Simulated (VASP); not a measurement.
**BaTe: single point with PBE**

BaTe:

```
Ba Te
1.0
     0.00000    3.41000    3.41000
     3.41000    0.00000    3.41000
     3.41000    3.41000    0.00000
Ba Te
1 1
Direct
  0.00000 0.00000 0.00000
  0.50000 0.50000 0.50000
```

- Program: VASP 6.6.1
- Task: single point
- Functional: PBE
- Potentials or basis: VASP PAW PBE potentials, release 64 (Ba_sv, Te)
- Cutoff: 520 eV
- k mesh: 8 × 8 × 8
- Occupations: fermi-dirac, width 0.05 eV
- Spin: no spin polarisation

```yaml
Pressure: 4.2 GPa
Band_gap_on_the_k_mesh: 1.33 eV, indirect (least direct gap 1.71 eV)
```

Levels at points of the mesh, in eV from the valence-band top:
| k point | band 5 | band 6 | band 7 | band 8 | band 9 | band 10 | band 11 | band 12 |
| --- | --- | --- | --- | --- | --- | --- | --- | --- |
| (0.00, 0.00, 0.00) | -9.73 | 0.00 | 0.00 | 0.00 | 2.86 | 2.86 | 2.86 | 3.23 |
| (0.50, 0.00, 0.00) | -8.74 | -2.46 | -1.30 | -1.30 | 4.29 | 4.94 | 5.05 | 5.05 |
| (0.50, 0.50, 0.00) | -9.50 | -1.15 | -0.38 | -0.38 | 1.33 | 4.55 | 5.00 | 5.96 |

It took 18 s on 1 thread of Intel(R) Xeon(R) 6975P-C (Granite Rapids) (shared host), peak memory 0.22 GiB.

Caveat: spin-orbit coupling is left out, which moves the levels of the heavy elements. Expect the measured gap to be larger: semilocal functionals such as PBE lack the derivative discontinuity.
